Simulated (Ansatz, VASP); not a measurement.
This is a calculation of Al for Ansatz 0.2.0.

input.yaml

```yaml
crystal:
  lattice:
    - [-1.6121581793, 1.6121581793, 1.6121581793]
    - [1.6121581793, -1.6121581793, 1.6121581793]
    - [1.6121581793, 1.6121581793, -1.6121581793]
  atoms:
    - { symbol: Al, position: [0.0, 0.0, 0.0] }
hamiltonian:
  xc: pbesol
  pseudopotentials: { kind: paw }
kpoints:
  mp_grid: { grid: [12, 12, 12] }
scf:
  occupations: { method: fermi_dirac, width: 0.05 }
output:
  forces: true
  stress: true
  eigenvalues: true
```

Potentials or basis: Ansatz PAW.

Run with:

```sh
$ ansatz run input.yaml --threads 1 --pin off --max-ram 3584MiB --backend cpu --events-out ev --progress --plain --runs-dir out
```

Problem. Set up the same calculation for VASP 6.6.1. Potentials there: VASP PAW PBE potentials, release 64 (Al).

Solution. As run (the cutoff follows the program's own potentials):

The input INCAR:

```
SYSTEM = Al
  PREC = Accurate
  ENCUT = 520
  EDIFF = 1E-7
  ISMEAR = -1
  SIGMA = 0.05
  LREAL = .False.
  LASPH = .True.
  NELM = 100
  ALGO = Normal
  ISIF = 2
  LWAVE = .False.
  LCHARG = .False.
  GGA = PS
  NBANDS = 8
```

Contents of KPOINTS:

```
regular mesh
0
Gamma
  12 12 12
  0 0 0
```

Contents of POSCAR:

```
Al
1.0
   -1.6121581793      1.6121581793      1.6121581793
    1.6121581793     -1.6121581793      1.6121581793
    1.6121581793      1.6121581793     -1.6121581793
Al
1
Direct
    0.0000000000      0.0000000000      0.0000000000
```

Potentials or basis: VASP PAW PBE potentials, release 64 (Al).

Run with:

```sh
$ cat potpaw_PBE.64/Al/POTCAR > POTCAR
$ mpirun -np 1 vasp_std > vasp.out
```

Both were run:

|  | VASP | Ansatz | Ansatz less VASP |
| --- | --- | --- | --- |
| gap on the k mesh at the Fermi level (eV) | none | none | - |
| pressure (GPa) | -0.7 | -0.7 | -0.06 |

A gap of «none» marks a metal or a gap that the smearing closes.

Caveats: the PAW data sets were made with another functional, which shifts forces and pressure a little (VASP); the PAW data sets come from PBE, with cores solved anew for the run's functional, which leaves a small shift of forces and pressure (Ansatz).
